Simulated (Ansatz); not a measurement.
## NbAs in Ansatz: the effect of target pressure

The system is NbAs.

```
Nb As
1.0
    -1.72585    1.72585    5.84000
     1.72585   -1.72585    5.84000
     1.72585    1.72585   -5.84000
Nb As
2 2
Direct
  0.50000 0.00000 0.50000
  0.75000 0.75000 0.00000
  0.91600 0.41600 0.50000
  0.16600 0.16600 0.00000
```

Alike in all runs:

| Property | Result |
| --- | --- |
| Program | Ansatz 0.2.0 |
| Task | relaxation of cell and atoms |
| Functional | PBEsol |
| Potentials or basis | Ansatz PAW |
| Cutoff | 420 eV (not typed: the program's choice for these potentials) |
| k mesh | 11 × 11 × 11 |
| Occupations | fermi-dirac, width 0.05 eV |
| Spin | no spin polarisation |

Each run relaxes the cell or the atoms first.

Q: One run gave: relaxed volume 15.05 Å³/atom. Which target pressure did it use?
A. 10 GPa
B. 20 GPa
C. 0 GPa
D. 2 GPa
E. 30 GPa

A: E.

| target pressure | relaxed volume (Å³/atom) |
| --- | --- |
| 0 GPa | 17.15 |
| 2 GPa | 16.96 |
| 5 GPa | 16.69 |
| 10 GPa | 16.29 |
| 20 GPa | 15.61 |
| 30 GPa | 15.05 |

Caveats: the plane-wave basis is chosen anew once the cell has moved, so the energies of steps on either side of that aren't comparable; the PAW data sets come from PBE, with cores solved anew for the run's functional, which leaves a small shift of forces and pressure.
